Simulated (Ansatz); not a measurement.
# Turning moments in Mn

System: Mn, an unrelaxed test cell, picked because its SCF is hard; the cell holds 4 atoms.

```
CELL_PARAMETERS angstrom
2.83232 0.00000 0.00000
0.00000 2.83232 0.00000
0.00000 0.00000 5.66455
ATOMIC_POSITIONS crystal
Mn 0.00000 0.00000 0.00000
Mn 0.50000 0.50000 0.25000
Mn 0.00000 0.00000 0.50000
Mn 0.50000 0.50000 0.75000
```

Site labels below count the atoms in this order, from 1.

The calculation used DFT, LDA, norm-conserving potentials, plane waves, scalar-relativistic (Ansatz).

```
Plane-wave cutoff : 1306 eV
k-point mesh      : 3×3×2 (Γ-centred)
Occupations       : Gaussian smearing, 0.05 eV
Valence electrons : 60
```

Site vectors of these older runs were integrated over wider regions than atomic spheres, and need not add up to the total.

The mesh is coarse, so energy differences (and at times their sign) aren't converged.

Spins are non-collinear; moments are vectors (x, y, z) in μB. Without spin–orbit coupling a common rotation of all moments costs nothing, so only their relative directions matter.

The default search runs further SCF cycles only where the state itself hints at a lower one. With a search on, the program may also reshape the start on open shells.

Only this run was made, so its end need not be the lowest state of the cell.

Where moments are weakly coupled, the SCF can meet its threshold before they have finished turning.

Q: Start Mn1 (0.11, 1.22, -1.03), Mn2 (0.50, -1.31, 2.31), Mn3 (-1.89, 0.98, -1.81), Mn4 (0.83, -1.85, -1.08); default search for lower states. What happens?

A: It converges in 74 iterations: Mn1 (0.66, 0.19, 0.16), Mn2 (-0.25, 0.20, 0.62), Mn3 (-0.87, -0.07, -0.35), Mn4 (0.31, -0.48, -0.76) μB (canted; angles of the large moments to the first 93°, 166°, 91°); the program warns that the starting moments weren't kept.
